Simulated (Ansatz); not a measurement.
HCOOH on a (101) slab of TiO2 (I4_1/amd (No. 141)), 8 planes, outer planes O (top) and O (bottom), 1 a cell of 39.0 Å², relaxed and still whole (its atoms last):

```
CELL_PARAMETERS angstrom
7.57474 0.00000 0.00000
-1.89369 5.14665 0.00000
0.00000 0.00000 26.40286
ATOMIC_POSITIONS crystal
O 0.15766 0.63063 0.30300
O 0.65766 0.63063 0.30300
Ti 0.06769 0.27077 0.33076
Ti 0.56769 0.27077 0.33076
O 0.29958 0.19832 0.33634
O 0.79958 0.19832 0.33634
O 0.47773 0.91090 0.35851
O 0.97773 0.91090 0.35851
Ti 0.20961 0.83846 0.36410
Ti 0.70961 0.83846 0.36410
O 0.11965 0.47860 0.39186
O 0.61965 0.47860 0.39186
O 0.22522 0.90223 0.43868
O 0.72727 0.89893 0.43664
Ti 0.13483 0.53722 0.46884
Ti 0.62635 0.52338 0.46846
O 0.36324 0.45514 0.46948
O 0.86358 0.45697 0.47057
O 0.54725 0.17999 0.50100
O 0.04011 0.17440 0.50064
Ti 0.26588 0.07362 0.50065
Ti 0.77191 0.07949 0.49359
O 0.18950 0.74686 0.52664
O 0.67982 0.75650 0.52600
O 0.49696 0.62301 0.60687
C 0.35747 0.40490 0.60923
O 0.30012 0.23795 0.57596
H 0.56628 0.66344 0.57158
H 0.28751 0.37372 0.64655
```

Computed with Ansatz 0.2.0, DFT PBE+D3(BJ), scalar-relativistic, plane waves, PAW. Cutoff 420 eV; k points 2×3×1 on the computed 29-atom cell (Γ-centred); Gaussian smearing, width 0.05 eV; no spin polarisation. A dipole correction removes the field between periodic images along c.

It binds with 1.17 eV a molecule against the clean slab and the free molecule (no zero-point or thermal terms); its shortest contact is H–O 1.47 Å. Take first-order desorption with no barrier to adsorption, no reaction on the face and an assumed prefactor of 10^13 s⁻¹.

(1) How long does a molecule stay at 473 K?

(2) Where does its peak lie in a desorption experiment heated at 5 K/s?

(3) Is this physisorption or chemisorption?

The molecule may also break up before it leaves, which wasn't tried.

Results:

(1) τ = ν⁻¹·exp(E/k_BT) with k_BT = 0.0408 eV: E/k_BT = 28.7, so τ ≈ 3×10^-1 s. It leaves within a purge of seconds.

(2) The peak obeys E/(k_B·T_p²) = (ν/β)·exp(−E/k_BT_p). Solving gives T_p ≈ 438 K (E/k_BT_p = 31.0). An error of 0.1 eV in E moves it by about 37 K, and larger molecules have larger prefactors, which lowers it.

(3) The tightest contact, O–Ti 2.16 Å, is 0.96 times the sum of covalent radii, and deformation and lateral interaction add up to +0.49 eV. This is chemisorption.